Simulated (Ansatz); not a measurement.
Ru under pressure: fit and missing row

Ru, P6_3/mmc, a = 2.702 Å, c = 4.266 Å. Ansatz: r2SCAN, PAW, 500 eV, Γ-centred 18×18×10 mesh on 2 atoms, Gaussian smearing 0.10 eV; no spin polarisation. Cell and atoms are relaxed at each pressure, and no other structure is tried, so the rows at high pressure may lie past a change of phase.

| V (Å³/atom) | P (GPa) |
| --- | --- |
| 11.843 | 59.97 |
| 12.523 | 30.00 |
| 12.957 | 15.00 |
| ? | 8.00 |
| 13.372 | 3.02 |
| 13.490 | -0.02 |
| 13.613 | -3.00 |

Q: Take V0 = 13.490 Å³/atom, count pressures from its P0 = -0.02 GPa, fit the third-order Birch–Murnaghan form to the other rows, and predict the missing volume.

A: With the Eulerian strain f = ½[(V0/V)^(2/3) − 1] and y = (P − P0)/[3f(1 + 2f)^(5/2)], the form is the line y = B0 + 1.5 B0 (B0′ − 4) f. Rows (f, y): 0.04534, 355.0; 0.02542, 347.8; 0.01362, 343.7; 0.00294, 339.7; -0.00302, 333.9. Means f = 0.01686, y = 344.02; Σ(Δf)² = 0.001484, ΣΔfΔy = 0.6074; the slope is their ratio. y = 337.1 + 409.4 f GPa, so B0 = 337.1 GPa and B0′ = 4 + 2 × (409.4)/(3 × 337.1) = 4.81. P = 8.00 GPa is met at f = 0.00757 (y = 340.20), so V = V0 (1 + 2f)^(−3/2) = 13.189 Å³/atom. The run gave 13.190 Å³/atom, so the fit is 0.001 Å³/atom too low, within the rms miss on the fitted rows (0.001 Å³/atom).

Ruthenium comes out very stiff, with B0 = 337.1 GPa, as expected for a transition metal near the middle of the 4d series. Its bonding d states are largely filled and its most antibonding ones largely empty, so a change in volume works against strong, short-ranged d-d bonding as well as the repulsion from overlapping electron shells. That repulsion grows faster than the bonding attraction on compression, which is why the metal stiffens under pressure. The normalised pressure y rises with f through every fitted row, in line with B0′ above 4.

The slope rests mainly on the most compressed rows. Close to V0, y is a ratio of two small differences, so rounding in the volumes can shift it noticeably. The recovered volume at 8.00 GPa supports a smooth equation of state, but as an interpolation between close neighbours it is a weak test of B0′; a volume well beyond the fitted range would test it far harder.
